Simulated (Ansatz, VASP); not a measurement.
Given: the input of a run of Ansatz 0.2.0 on Sr.

The input input.yaml:

```yaml
crystal:
  lattice:
    - [-2.4020905604, 2.4020905604, 2.4020905604]
    - [2.4020905604, -2.4020905604, 2.4020905604]
    - [2.4020905604, 2.4020905604, -2.4020905604]
  atoms:
    - { symbol: Sr, position: [0.0, 0.0, 0.0] }
hamiltonian:
  xc: pbe
  pseudopotentials: { kind: paw }
kpoints:
  mp_grid: { grid: [8, 8, 8] }
scf:
  occupations: { method: fermi_dirac, width: 0.05 }
output:
  forces: true
  stress: true
  eigenvalues: true
```

Potentials or basis: Ansatz PAW.

The run is started by

```console
$ ansatz run input.yaml --threads 1 --pin off --max-ram 3584MiB --backend cpu --events-out ev --progress --plain --runs-dir out
```

**Question.** Set up the same calculation for VASP 6.6.1. Potentials there: VASP PAW PBE potentials, release 64 (Sr_sv).

**Answer.** As run (the cutoff follows the program's own potentials):

The input INCAR:

```
PREC = Accurate
ENCUT = 520
EDIFF = 1E-7
ISMEAR = -1
SIGMA = 0.05
LREAL = F
LASPH = T
NELM = 60
ALGO = Normal
ISIF = 2
LWAVE = F
LCHARG = F
GGA = PE
NBANDS = 11
```

KPOINTS

```
Automatic mesh
0
Gamma
  8 8 8
```

Contents of POSCAR:

```
Sr
1.0
   -2.4020905604      2.4020905604      2.4020905604
    2.4020905604     -2.4020905604      2.4020905604
    2.4020905604      2.4020905604     -2.4020905604
Sr
1
Direct
    0.0000000000      0.0000000000      0.0000000000
```

Potentials or basis: VASP PAW PBE potentials, release 64 (Sr_sv).

Command:

```bash
$ cat potpaw_PBE.64/Sr_sv/POTCAR > POTCAR
$ mpirun -np 1 vasp_std > vasp.out
```

Both were run:

|  | VASP | Ansatz | Ansatz less VASP |
| --- | --- | --- | --- |
| gap on the k mesh at the Fermi level (eV) | none | none | - |
| pressure (GPa) | -0.3 | -0.3 | 0.00 |

A gap of «none» marks a metal or a gap that the smearing closes.
